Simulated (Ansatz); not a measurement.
**GaSb: a trial structure relaxed**

The task: take a trial cell of GaSb to zero force and stress.

Method: DFT PBE, scalar-relativistic, plane waves, PAW, in Ansatz 0.2.0.

## (1) The starting structure

Symmetry: P6_3/mmc, No. 194, hexagonal system. The conventional cell has a = 3.948 Å, b = 3.948 Å, c = 6.505 Å, α = 90.00°, β = 90.00°, γ = 120.00°. Around Ga (site symmetry -3m) lie 6 Sb at 2.80 Å. Sb (site symmetry -6m2) is surrounded by 6 Ga at 2.80 Å.

As a file:

```cif
data_structure
_symmetry_space_group_name_H-M 'P6_3/mmc'
_symmetry_Int_Tables_number 194
_cell_length_a 3.9480
_cell_length_b 3.9480
_cell_length_c 6.5047
_cell_angle_alpha 90.000
_cell_angle_beta 90.000
_cell_angle_gamma 120.000
_cell_volume 87.80
loop_
_atom_site_label
_atom_site_type_symbol
_atom_site_symmetry_multiplicity
_atom_site_Wyckoff_symbol
_atom_site_fract_x
_atom_site_fract_y
_atom_site_fract_z
_atom_site_occupancy
Ga1 Ga 2 a 0.00000 0.00000 0.00000 1
Sb1 Sb 2 d 0.33333 0.66667 0.75000 1
```

The cell is invented: close-packed anion layers stacked AB|A, with sites between them filled layer by layer (P6_3/mmc, No. 194). The dimensions are guesses.

## (2) A first look at the guess

Contents of input.yaml:

```yaml
crystal:
  lattice:
    - [3.948, 0.0, 0.0]
    - [-1.974, 3.41906829, 0.0]
    - [0.0, 0.0, 6.50468385]
  atoms:
    - { symbol: Ga, position: [0.0, 0.0, 0.0] }
    - { symbol: Ga, position: [0.0, 0.0, 0.5] }
    - { symbol: Sb, position: [0.33333333, 0.66666667, 0.75] }
    - { symbol: Sb, position: [0.66666667, 0.33333333, 0.25] }
basis:
  ecutwfc: 420
kpoints:
  mp_grid: { grid: [6, 6, 4] }
hamiltonian:
  xc: pbe
scf:
  occupations: { method: gaussian, width: 0.1 }
  lower_state_search: "off"
output:
  forces: true
  stress: true
  eigenvalues: true
```

Started as:

```sh
> ansatz run input.yaml --threads 1 --pin off --max-ram 2048MiB --backend cpu --events-out ev --progress --plain --runs-dir out
```

What it wrote (excerpt; [...] marks lines left out):

```text
[...]
SCF converged after 8 iterations
Free energy (F): -20534.548770 eV
[...]
E sigma→0 (E₀):  -20534.545775 eV
Entropy (-TS):   -0.005990 eV (-1.498 meV/atom)
Fermi energy:    11.336308 eV
[...]
--- Forces (eV/Å), atoms counted from 1 ---
  atom   1  Ga     0.00000000     0.00000000    -0.00000000
  atom   2  Ga     0.00000000     0.00000000     0.00000000
  atom   3  Sb    -0.00000000     0.00000000     0.00000000
  atom   4  Sb    -0.00000000    -0.00000000     0.00000000
[...]
--- Stress (GPa, compression-positive) ---
        7.717122       0.000000       0.000000
        0.000000       7.717122       0.000000
        0.000000       0.000000      10.049358
  P = ⅓ Tr σ = 8.4945 GPa (84.945 kbar)
--- Band table (eV; the first three rows and the last of 21) ---
[...]
```

Wall time 3.6 s (1 thread of Arm Neoverse V2, shared host); peak memory 0.36 GiB.

Read-out: pressure 8.5 GPa, largest force 0.00 eV/Å, gap on this mesh none (metal). A guess like this is first relaxed loosely on the coarse mesh.

## (3) Rough relaxation on the coarse mesh

input.yaml, as its differences from that of step 2:

```diff
@@ -23 +23,6 @@
   eigenvalues: true
+relax:
+  adjacent_minimum: "off"
+  f_tol: 0.04
+  max_steps: 70
+  cell: { stress_tol: 0.4 }
```

Started as:

```sh
> ansatz run input.yaml --threads 1 --pin off --max-ram 2048MiB --backend cpu --events-out ev --progress --plain --runs-dir out
```

What it wrote:

```text
Warning: RAYON_NUM_THREADS=1 ignored (pool sized by the plan → 1); use --threads N
Engine: ansatz 0.2.0, aarch64-unknown-linux-gnu
Pseudopotentials: kind: paw
Pseudopotential: Ga, paw, valence charge 13, recommended cutoff 420 eV (normal), Ga.paw.azcp
Pseudopotential: Sb, paw, valence charge 15, recommended cutoff 420 eV (normal), Sb.paw.azcp
Functional definition: PBE
  parameter kappa = 0.804
  parameter beta = 0.06672455060314922
  exchange = pbe_x(kappa = kappa, mu = beta*pi^2/3)
  correlation = pbe_c(beta = beta)
Crystal: 4 atoms, lattice volume = 87.803 Å³
Basis set: ecut = 420 eV, 1761 PW (Γ), exchange–correlation on 54×54×90 points (8 copies of the dense FFT grid, shifted against one another)
Bands: 34, of which v1, the nominal top of the filled ones, is band 28 counted from 1 (27 counted from 0)
Symmetry: 24 space group operations
Space group: P63/mmc (ITA 194), of the structure as read, at distance tolerance 4.4e-5 Å
k-points: 21 of 144
Non-local potential: Ga, projectors of the file, l = 0: 2, l = 1: 2, l = 2: 3, l = 3: 1
Non-local potential: Sb, projectors of the file, l = 0: 2, l = 1: 2, l = 2: 2, l = 3: 2
PAW form: soft (Blöchl's): semilocal exchange-correlation on the pseudo side does not see the compensation charge
PAW one-centre angular grid: Ga, 590 points (default); XC on 64 Gauss nodes
PAW one-centre angular grid: Sb, 590 points (default); XC on 64 Gauss nodes
Initial density: superposition of atomic densities (neutral atoms: chi_scale 0, normalization atom), corrected by the library's trained network
Initial wavefunctions: pseudopotential atomic-orbital guess
Functional: x = pbe(κ = 0.804, μ = 0.2195149727645171), c = pbe(β = 0.06672455060314922)
SCF iter   1: F=—  HF=-20534.552361 eV  |F-HF|=—  |Δ(HF+E_count)|=         —  Δρ=2.17e-3  dr2=5.59e-3  ethr=1.77e-3  ⟨swp⟩=6.2  Hψ=2884  notcnv=0  defer=2
preconditioner: auto → Kerker (q_TF=auto, 2.531 Å⁻¹)  [metal: Δε(μ)=0.078 eV  Ē_g=20.552 eV  σ=0.100 eV  W_gap=0.42  n_scr=22 (ndim 8)  ℏωp=29.7 eV  f_vac=0.000  D(μ)=1.22/eV (n_scr^D=2)]
SCF iter   2: F=—  HF=-20534.549190 eV  |F-HF|=—  |Δ(HF+E_count)|=   3.17e-3  Δρ=1.55e-3  dr2=2.83e-3  ethr=9.98e-6  ⟨swp⟩=2.1  Hψ=1405  notcnv=0  defer=2
SCF iter   3: F=—  HF=-20534.549175 eV  |F-HF|=—  |Δ(HF+E_count)|=   1.48e-5  Δρ=8.67e-4  dr2=7.59e-4  ethr=5.06e-6  ⟨swp⟩=2.0  Hψ=1034  notcnv=0  defer=2
SCF iter   4: F=—  HF=-20534.548805 eV  |F-HF|=—  |Δ(HF+E_count)|=   3.70e-4  Δρ=4.24e-4  dr2=8.62e-5  ethr=1.35e-6  ⟨swp⟩=2.0  Hψ=1064  notcnv=0  defer=2
SCF iter   5: F=—  HF=-20534.548772 eV  |F-HF|=—  |Δ(HF+E_count)|=   3.28e-5  Δρ=2.23e-4  dr2=2.79e-5  ethr=1.54e-7  ⟨swp⟩=2.7  Hψ=1411  notcnv=0  defer=2
SCF iter   6: F=—  HF=-20534.548770 eV  |F-HF|=—  |Δ(HF+E_count)|=   2.67e-6  Δρ=5.71e-5  dr2=2.47e-6  ethr=4.98e-8  ⟨swp⟩=2.0  Hψ=1270  notcnv=0  defer=2
SCF iter   7: F=—  HF=-20534.548770 eV  |F-HF|=—  |Δ(HF+E_count)|=   2.65e-7  Δρ=3.32e-5  dr2=4.99e-7  ethr=4.41e-9  ⟨swp⟩=2.0  Hψ=1052  notcnv=0  defer=2
SCF iter   8: F=-20534.548770 eV  HF=-20534.548770 eV  |F-HF|=6.22e-8  |Δ(HF+E_count)|=   1.65e-7  Δρ=8.82e-6  dr2=3.91e-8  ethr=1.79e-10  ⟨swp⟩=6.4  Hψ=3421  notcnv=0
SCF 1 converged in 8 iterations: F = -20534.548770 eV  dr2 = 3.91e-8
relax step   1: F+E_penalty+E_count = -20534.54876960 eV  Δ(F+E_penalty+E_count) = +0.000e0 eV  max|allowed force component| = 2.475e-16 eV/Å  Δτ_max = 0.0000 Å  P = +8.495 GPa  Ω = 87.803 Å³  (8 SCF iters, dr2 threshold 1.00e-7 eV, accepted)
Crystal: 4 atoms, lattice volume = 98.515 Å³
Basis set: ecut = 420 eV, 1943 PW (Γ), exchange–correlation on 54×54×90 points (8 copies of the dense FFT grid, shifted against one another)
Initial density: handed on by an earlier stage of this run
Initial wavefunctions: those handed on with the density
iter 1 solved again at ethr=1.71e-5 eV; its pass at ethr=3.10e-3 eV (dr2=9.55e-3 eV) is discarded
SCF iter   1: F=—  HF=-20534.812375 eV  |F-HF|=—  |Δ(HF+E_count)|=         —  Δρ=2.99e-3  dr2=1.03e-2  ethr=1.71e-5  ⟨swp⟩=2.0  Hψ=4429  notcnv=0
preconditioner: auto → Kerker (q_TF=auto, 2.483 Å⁻¹)  [metal: Δε(μ)=0.092 eV  Ē_g=13.512 eV  σ=0.100 eV  W_gap=0.46  n_scr=22 (ndim 8)  ℏωp=22.4 eV  f_vac=0.006  D(μ)=1.76/eV (n_scr^D=8)]
SCF iter   2: F=—  HF=-20534.812604 eV  |F-HF|=—  |Δ(HF+E_count)|=   2.29e-4  Δρ=2.06e-3  dr2=5.30e-3  ethr=1.71e-5  ⟨swp⟩=1.0  Hψ=714  notcnv=0
SCF iter   3: F=—  HF=-20534.813125 eV  |F-HF|=—  |Δ(HF+E_count)|=   5.21e-4  Δρ=4.31e-4  dr2=3.30e-4  ethr=9.47e-6  ⟨swp⟩=2.0  Hψ=813  notcnv=0
SCF iter   4: F=—  HF=-20534.813260 eV  |F-HF|=—  |Δ(HF+E_count)|=   1.35e-4  Δρ=1.55e-4  dr2=4.20e-5  ethr=5.90e-7  ⟨swp⟩=2.0  Hψ=875  notcnv=0
SCF iter   5: F=—  HF=-20534.813281 eV  |F-HF|=—  |Δ(HF+E_count)|=   2.07e-5  Δρ=1.16e-4  dr2=6.55e-6  ethr=7.51e-8  ⟨swp⟩=2.1  Hψ=1130  notcnv=0
SCF iter   6: F=—  HF=-20534.813275 eV  |F-HF|=—  |Δ(HF+E_count)|=   5.80e-6  Δρ=2.84e-5  dr2=8.10e-7  ethr=1.17e-8  ⟨swp⟩=3.0  Hψ=1386  notcnv=0
SCF iter   7: F=-20534.813275 eV  HF=-20534.813275 eV  |F-HF|=3.13e-8  |Δ(HF+E_count)|=   3.25e-7  Δρ=6.99e-6  dr2=4.16e-8  ethr=7.14e-10  ⟨swp⟩=7.1  Hψ=3474  notcnv=0
SCF 2 converged in 7 iterations: F = -20534.813275 eV  dr2 = 4.16e-8
relax step   2: F+E_penalty+E_count = -20534.81327521 eV  Δ(F+E_penalty+E_count) = -2.645e-1 eV  max|allowed force component| = 9.946e-17 eV/Å  Δτ_max = 0.0000 Å  P = +0.153 GPa  Ω = 98.515 Å³  energy of the carried Pulay correction = -2.877e-3 eV  (7 SCF iters, dr2 threshold 4.00e-7 eV, accepted)
Crystal: 4 atoms, lattice volume = 98.654 Å³
iter 1 solved again at ethr=2.53e-7 eV; its pass at ethr=3.10e-3 eV (dr2=1.42e-4 eV) is discarded
SCF iter   1: F=—  HF=-20534.815192 eV  |F-HF|=—  |Δ(HF+E_count)|=         —  Δρ=3.55e-4  dr2=9.93e-5  ethr=2.53e-7  ⟨swp⟩=3.0  Hψ=3908  notcnv=0
preconditioner: auto → Kerker (q_TF=auto, 2.483 Å⁻¹)  [metal: Δε(μ)=0.002 eV  Ē_g=13.511 eV  σ=0.100 eV  W_gap=0.01  n_scr=22 (ndim 8)  ℏωp=22.4 eV  f_vac=0.000  D(μ)=2.09/eV (n_scr^D=10)]
SCF iter   2: F=—  HF=-20534.815202 eV  |F-HF|=—  |Δ(HF+E_count)|=   9.69e-6  Δρ=2.33e-4  dr2=4.62e-5  ethr=1.77e-7  ⟨swp⟩=1.0  Hψ=714  notcnv=0
SCF iter   3: F=—  HF=-20534.815205 eV  |F-HF|=—  |Δ(HF+E_count)|=   3.51e-6  Δρ=3.35e-5  dr2=1.55e-6  ethr=8.24e-8  ⟨swp⟩=2.0  Hψ=990  notcnv=0
SCF iter   4: F=—  HF=-20534.815205 eV  |F-HF|=—  |Δ(HF+E_count)|=   1.51e-8  Δρ=2.06e-5  dr2=6.39e-7  ethr=7.14e-10  ⟨swp⟩=7.1  Hψ=3488  notcnv=0
SCF iter   5: F=-20534.815205 eV  HF=-20534.815205 eV  |F-HF|=3.11e-8  |Δ(HF+E_count)|=   1.03e-7  Δρ=1.05e-5  dr2=1.69e-7  ethr=7.14e-10  ⟨swp⟩=4.6  Hψ=2360  notcnv=0
SCF 3 converged in 5 iterations: F = -20534.815205 eV  dr2 = 1.69e-7
relax step   3: F+E_penalty+E_count = -20534.81520516 eV  Δ(F+E_penalty+E_count) = -1.930e-3 eV  max|allowed force component| = 7.170e-17 eV/Å  Δτ_max = 0.0000 Å  P = +0.032 GPa  Ω = 98.654 Å³  energy of the carried Pulay correction = -2.914e-3 eV  (5 SCF iters, dr2 threshold 4.00e-7 eV, accepted)
Crystal: 4 atoms, lattice volume = 98.572 Å³
Basis set: ecut = 420 eV, 1955 PW (Γ), exchange–correlation on 54×54×90 points (8 copies of the dense FFT grid, shifted against one another)
iter 1 solved again at ethr=4.47e-7 eV; its pass at ethr=3.10e-3 eV (dr2=2.50e-4 eV) is discarded
SCF iter   1: F=—  HF=-20534.819005 eV  |F-HF|=—  |Δ(HF+E_count)|=         —  Δρ=5.49e-4  dr2=2.22e-4  ethr=4.47e-7  ⟨swp⟩=2.6  Hψ=4013  notcnv=0
preconditioner: auto → Resta (q_TF=auto, 2.483 Å⁻¹)  ε∞=3.8  [insulator: Δε(μ)=0.117 eV  Ē_g=13.510 eV  σ=0.100 eV  W_gap=0.52  n_scr=22 (ndim 8)  ℏωp=22.4 eV  f_vac=0.000  D(μ)=2.38/eV (n_scr^D=22)  ε∞_Penn≈3.8]
SCF iter   2: F=—  HF=-20534.819014 eV  |F-HF|=—  |Δ(HF+E_count)|=   8.47e-6  Δρ=3.27e-4  dr2=7.92e-5  ethr=3.97e-7  ⟨swp⟩=1.0  Hψ=714  notcnv=0
SCF iter   3: F=—  HF=-20534.819021 eV  |F-HF|=—  |Δ(HF+E_count)|=   7.67e-6  Δρ=2.75e-5  dr2=8.61e-7  ethr=1.41e-7  ⟨swp⟩=2.0  Hψ=876  notcnv=0
SCF iter   4: F=-20534.819021 eV  HF=-20534.819022 eV  |F-HF|=3.47e-7  |Δ(HF+E_count)|=   4.10e-7  Δρ=1.63e-5  dr2=2.42e-7  ethr=7.14e-10  ⟨swp⟩=7.1  Hψ=3475  notcnv=0
SCF 4 converged in 4 iterations: F = -20534.819021 eV  dr2 = 2.42e-7
relax step   4: F+E_penalty+E_count = -20534.81902148 eV  Δ(F+E_penalty+E_count) = -3.816e-3 eV  max|allowed force component| = 1.434e-16 eV/Å  Δτ_max = 0.0000 Å  P = +0.014 GPa  Ω = 98.572 Å³  energy of the carried Pulay correction = -2.896e-3 eV  (4 SCF iters, dr2 threshold 4.00e-7 eV, accepted)
Crystal: 4 atoms, lattice volume = 98.301 Å³
iter 1 solved again at ethr=2.31e-6 eV; its pass at ethr=3.10e-3 eV (dr2=1.29e-3 eV) is discarded
SCF iter   1: F=—  HF=-20534.828489 eV  |F-HF|=—  |Δ(HF+E_count)|=         —  Δρ=1.22e-3  dr2=1.11e-3  ethr=2.31e-6  ⟨swp⟩=2.0  Hψ=4188  notcnv=0
preconditioner: auto → Kerker (q_TF=auto, 2.484 Å⁻¹)  [metal: Δε(μ)=0.059 eV  Ē_g=13.515 eV  σ=0.100 eV  W_gap=0.31  n_scr=22 (ndim 8)  ℏωp=22.5 eV  f_vac=0.000  D(μ)=1.95/eV (n_scr^D=10)]
SCF iter   2: F=—  HF=-20534.828532 eV  |F-HF|=—  |Δ(HF+E_count)|=   4.24e-5  Δρ=7.95e-4  dr2=5.02e-4  ethr=1.98e-6  ⟨swp⟩=1.0  Hψ=714  notcnv=0
SCF iter   3: F=—  HF=-20534.828579 eV  |F-HF|=—  |Δ(HF+E_count)|=   4.69e-5  Δρ=9.26e-5  dr2=9.03e-6  ethr=8.96e-7  ⟨swp⟩=2.0  Hψ=839  notcnv=0
SCF iter   4: F=—  HF=-20534.828586 eV  |F-HF|=—  |Δ(HF+E_count)|=   6.98e-6  Δρ=5.00e-5  dr2=3.45e-6  ethr=1.61e-8  ⟨swp⟩=2.5  Hψ=1391  notcnv=0
SCF iter   5: F=—  HF=-20534.828586 eV  |F-HF|=—  |Δ(HF+E_count)|=   3.67e-7  Δρ=1.89e-5  dr2=5.85e-7  ethr=6.16e-9  ⟨swp⟩=2.0  Hψ=1086  notcnv=0
SCF iter   6: F=-20534.828586 eV  HF=-20534.828586 eV  |F-HF|=1.90e-8  |Δ(HF+E_count)|=   1.35e-7  Δρ=5.63e-6  dr2=2.77e-8  ethr=7.14e-10  ⟨swp⟩=6.2  Hψ=2986  notcnv=0
SCF 5 converged in 6 iterations: F = -20534.828586 eV  dr2 = 2.77e-8
relax step   5: F+E_penalty+E_count = -20534.82858616 eV  Δ(F+E_penalty+E_count) = -9.565e-3 eV  max|allowed force component| = 8.558e-17 eV/Å  Δτ_max = 0.0000 Å  P = -0.034 GPa  Ω = 98.301 Å³  energy of the carried Pulay correction = -2.835e-3 eV  (6 SCF iters, dr2 threshold 4.00e-7 eV, accepted)
Basis set: ecut = 420 eV, 1943 PW (Γ), exchange–correlation on 54×54×96 points (8 copies of the dense FFT grid, shifted against one another)
Initial wavefunctions: pseudopotential atomic-orbital guess (no wavefunctions were taken with the density)
iter 1 solved again at ethr=3.83e-7 eV; its pass at ethr=3.10e-3 eV (dr2=2.14e-4 eV) is discarded
SCF iter   1: F=—  HF=-20534.823894 eV  |F-HF|=—  |Δ(HF+E_count)|=         —  Δρ=1.07e-3  dr2=2.71e-5  ethr=3.83e-7  ⟨swp⟩=2.7  Hψ=4466  notcnv=0
preconditioner: auto → Kerker (q_TF=auto, 2.484 Å⁻¹)  [metal: Δε(μ)=0.059 eV  Ē_g=13.519 eV  σ=0.100 eV  W_gap=0.31  n_scr=22 (ndim 8)  ℏωp=22.5 eV  f_vac=0.000  D(μ)=1.96/eV (n_scr^D=10)]
SCF iter   2: F=—  HF=-20534.829693 eV  |F-HF|=—  |Δ(HF+E_count)|=   5.80e-3  Δρ=5.43e-4  dr2=7.05e-6  ethr=4.84e-8  ⟨swp⟩=2.0  Hψ=854  notcnv=0
SCF iter   3: F=—  HF=-20534.831662 eV  |F-HF|=—  |Δ(HF+E_count)|=   1.97e-3  Δρ=1.64e-5  dr2=4.04e-8  ethr=1.26e-8  ⟨swp⟩=2.0  Hψ=864  notcnv=0
SCF iter   4: F=—  HF=-20534.831661 eV  |F-HF|=—  |Δ(HF+E_count)|=   4.27e-7  Δρ=5.08e-6  dr2=2.26e-8  ethr=4.57e-12  ⟨swp⟩=7.1  Hψ=3411  notcnv=0
SCF iter   5: F=—  HF=-20534.831661 eV  |F-HF|=—  |Δ(HF+E_count)|=   2.87e-9  Δρ=2.47e-6  dr2=9.42e-9  ethr=4.04e-11  ⟨swp⟩=2.0  Hψ=924  notcnv=0
SCF iter   6: F=—  HF=-20534.831661 eV  |F-HF|=—  |Δ(HF+E_count)|=   1.19e-9  Δρ=1.32e-6  dr2=3.35e-9  ethr=1.68e-11  ⟨swp⟩=2.0  Hψ=945  notcnv=0
SCF iter   7: F=-20534.831661 eV  HF=-20534.831661 eV  |F-HF|=3.64e-12  |Δ(HF+E_count)|=  8.19e-10  Δρ=4.86e-7  dr2=4.60e-10  ethr=4.57e-12  ⟨swp⟩=4.5  Hψ=2140  notcnv=0
SCF 6 converged in 7 iterations: F = -20534.831661 eV  dr2 = 4.60e-10
relax step   6: F+E_penalty+E_count = -20534.83166135 eV  Δ(F+E_penalty+E_count) = -3.075e-3 eV  max|allowed force component| = 7.170e-17 eV/Å  Δτ_max = 0.0000 Å  P = -0.008 GPa  Ω = 98.301 Å³  stress off target by 2.48e-1 GPa  SCF on the basis re-selected at this cell (its energy is not comparable with the rows above)  (7 SCF iters)
basis re-selected at this cell: Δ(F+E_penalty+E_count) = -3.075e-3 eV, ΔP = +0.026 GPa vs the last step (what re-selecting the basis moved, of the pressure what is left beyond the Pulay correction that the steps carried, after the strain that the cell walked since its last selection, with what the two solves' SCF thresholds leave and, on support functions, any second-order correction that the steps lacked; it is no measure of the basis error at this ecutwfc). The dense FFT grid was sized anew with the basis: this SCF ran on 27×27×48 points, the steps before it on 27×27×45, so part of this shift can come from that change (see relax.cell in the input reference). This SCF's stress stands 2.48e-1 GPa from its target on what of the cell is left free (relax.cell.stress_tol is 4.00e-1 GPa) and its largest allowed force component is 7.17e-17 eV/Å (relax.f_tol is 4.00e-2 eV/Å): within both
SCF converged after 7 iterations
Free energy (F): -20534.831661 eV
Harris-Foulkes:  -20534.831661 eV  (|F-HF|=3.64e-12)
Internal energy: -20534.821882 eV  (E = F + TS)
E sigma→0 (E₀):  -20534.826772 eV
Entropy (-TS):   -0.009779 eV (-2.445 meV/atom)
Fermi energy:    9.567732 eV
--- Per-component energies (eV) ---
  E_band       = -413.253172
  E_kinetic    = 642.850993
  E_local      = -6879.766770  (includes V_loc(G=0)·N_el)
  E_nonlocal   = 1570.617640
  E_hartree    = 3182.915472
  E_xc         = -414.733236
  E_vxc        = -307.772185  (∫ρ·V_xc dr)
  E_paw        = -13124.549338  (= ΣΔE_a)
  E_vpaw       = -1805.014775  (= ΣTr[D̂ρ^β])
  E_aug_tail   = -0.000217  (compensation charges beyond the density's cutoff)
  E_ewald      = -5512.156427
  E_smearing   = -0.009779  (= −TS)
  E_closure    = -0.000000  (closes the sum)
  Σ components = -20534.831661   (vs F -20534.831661, Δ=0.00e0)
--- Forces (eV/Å), atoms counted from 1 ---
  atom   1  Ga     0.00000000    -0.00000000     0.00000000
  atom   2  Ga     0.00000000    -0.00000000    -0.00000000
  atom   3  Sb     0.00000000    -0.00000000     0.00000000
  atom   4  Sb     0.00000000     0.00000000    -0.00000000
  max |Σ_I F_I| component: 4.63e-17 eV/Å
--- Stress (GPa, compression-positive) ---
        0.111636      -0.000000      -0.000000
       -0.000000       0.111636       0.000000
       -0.000000       0.000000      -0.248126
  P = ⅓ Tr σ = -0.0083 GPa (-0.083 kbar)
--- Band table (eV; the first three rows and the last of 21) ---
  k-point 0: bands = ["-19.2947", "-19.2947", "-19.2946", "-19.2946", "-19.2806", "-19.2806", "-19.2763", "-19.2763", "-19.2734", "-19.2705", "-5.2548", "-5.2542", "-5.2542", "-5.2272", "-5.2272", "-5.2144", "-5.2144", "-5.2032", "-5.2032", "-5.1949", "-2.1810", "-0.1829", "2.1002", "8.7955", "9.1098", "9.8378", "9.8378", "10.4231", "10.4231", "12.4902", "13.4132", "13.4132", "14.1162", "14.1162"]
  k-point 1: bands = ["-19.2948", "-19.2948", "-19.2947", "-19.2947", "-19.2800", "-19.2800", "-19.2769", "-19.2769", "-19.2729", "-19.2709", "-5.2501", "-5.2501", "-5.2457", "-5.2309", "-5.2309", "-5.2129", "-5.2129", "-5.2051", "-5.2051", "-5.2033", "-2.0085", "-0.7357", "2.9968", "6.8611", "9.9302", "9.9302", "10.3522", "10.3522", "10.5432", "12.1841", "13.3394", "13.3394", "13.8286", "13.8286"]
  k-point 2: bands = ["-19.2947", "-19.2947", "-19.2947", "-19.2947", "-19.2784", "-19.2784", "-19.2784", "-19.2784", "-19.2719", "-19.2719", "-5.2403", "-5.2403", "-5.2403", "-5.2403", "-5.2242", "-5.2242", "-5.2092", "-5.2092", "-5.2092", "-5.2092", "-1.5023", "-1.5023", "4.7723", "4.7723", "10.1507", "10.1507", "10.1507", "10.1507", "11.5068", "11.5068", "13.4311", "13.4311", "13.4311", "13.4311"]
  k-point 20: bands = ["-19.2894", "-19.2894", "-19.2878", "-19.2878", "-19.2822", "-19.2822", "-19.2820", "-19.2820", "-19.2649", "-19.2649", "-5.2719", "-5.2719", "-5.2514", "-5.2514", "-5.2103", "-5.2103", "-5.2061", "-5.2061", "-5.2034", "-5.2034", "0.8705", "0.8705", "3.1949", "3.1949", "5.4298", "5.4298", "9.2705", "9.2705", "9.3418", "9.3418", "11.4225", "11.4225", "16.2748", "16.2748"]
--- Relaxed structure (5 steps of the walk, 5 accepted, 1 SCFs on fresh bases) ---
  F+E_penalty+E_count = -20534.83166135 eV   max|allowed force component| = 7.170e-17 eV/Å   (the final SCF, on the basis selected at the relaxed cell)
  cell:  # Å, volume = 98.3008 Å³
    - [4.00469091466957, 0.0, 0.0]
    - [-2.002345457334785, 3.4681640664085878, 0.0]
    - [0.0, 0.0, 7.077640155285541]
  atoms:
    - { symbol: Ga, position: [1.4419646602422432e-34, 3.711265351179101e-35, 1.3817232752683437e-34] }
    - { symbol: Ga, position: [1.3745435486409424e-34, 3.887293747282459e-35, 0.5] }
    - { symbol: Sb, position: [0.33333333333333337, 0.6666666666666667, 0.7500000000000001] }
    - { symbol: Sb, position: [0.6666666666666666, 0.33333333333333337, 0.25] }
```

Run time: 22 s. Hardware: 1 thread of Arm Neoverse V2, shared host; peak memory 0.38 GiB.

The steps of the relaxation:

```
step  E - E(step 1) (eV/cell)  largest force component (eV/Å)  pressure (GPa)  volume (Å³)
   1                   0.0000                          0.0000            8.49        87.80
   2                  -0.2645                          0.0000            0.15        98.52
   3                  -0.2664                          0.0000            0.03        98.65
   4                  -0.2703                          0.0000            0.01        98.57
   5                  -0.2798                          0.0000           -0.03        98.30
   6                  -0.2829                          0.0000           -0.01        98.30
```

Step 1 is the start. Step 6 repeats the geometry before it on a plane-wave basis chosen anew for that cell, so its energy need not be comparable with the rows above.

|  | before | after | change |
| --- | --- | --- | --- |
| a (Å) | 3.948 | 4.005 | +1.4 % |
| b (Å) | 3.948 | 4.005 | +1.4 % |
| c (Å) | 6.505 | 7.078 | +8.8 % |
| volume (Å³/atom) | 21.95 | 24.58 | +12.0 % |
| shortest distance (Å) | 2.800 | 2.911 | +4.0 % |
| space group (0.01 Å) | P6_3/mmc | P6_3/mmc | same |

Forces and stress were held to the start's 24 operations: a distortion of lower symmetry was not tested.

(Part 1 of 2 ends here.)
